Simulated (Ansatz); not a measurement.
Sb: a prediction, then the measurements

All numbers below come from DFT r2SCAN, scalar-relativistic, plane waves, PAW (Ansatz).

Cutoff 500 eV; k points 12×12×12 on the computed 2-atom cell (Γ-centred); Gaussian smearing, width 0.10 eV; no spin polarisation.

Relaxed structure, symmetry kept:

```cif
data_structure
_symmetry_space_group_name_H-M 'R-3m:H'
_symmetry_Int_Tables_number 166
_cell_length_a 4.3410
_cell_length_b 4.3410
_cell_length_c 11.6083
_cell_angle_alpha 90.000
_cell_angle_beta 90.000
_cell_angle_gamma 120.000
_cell_volume 189.44
loop_
_atom_site_label
_atom_site_type_symbol
_atom_site_symmetry_multiplicity
_atom_site_Wyckoff_symbol
_atom_site_fract_x
_atom_site_fract_y
_atom_site_fract_z
_atom_site_occupancy
Sb1 Sb 6 c 0.33333 0.66667 0.89807 1
```

- Space group: R-3m (No. 166)
- Volume per atom: 31.57 Å³
- Formation energy from the elements' standard states (uncorrected): -0.001 eV/atom
- Generalised Kohn–Sham band gap: none (metal)
- Density of states at the Fermi level: 0.03 states/eV per cell (so small that it hangs on the mesh: a semimetal, or crossings between mesh points)
- Löwdin character within 0.5 eV of the Fermi level: Sb 5p 80 %, Sb 5s 16 %
- Bader charges (e): Sb (2 in the cell) 0.00

Spin-orbit coupling is left out, which matters for the bands of heavy elements.

**What was measured.**

“Effect of pressure on the Raman modes of antimony”, 2006, arxiv:cond-mat/0608676 quotes, for a bulk crystal of Sb at 4 K: lattice constant a 4.3007 Å.

Measured lattice constant a of Sb: 4.3007 Å (4 K; quoted in the paper above). This calculation gives 4.341 Å (+0.9 %). The calculation is for 0 K without zero-point motion.

Cost: 6 runs of about 9.1 core-minutes in all, on Intel Xeon Platinum 8488C (Sapphire Rapids) (shared hosts).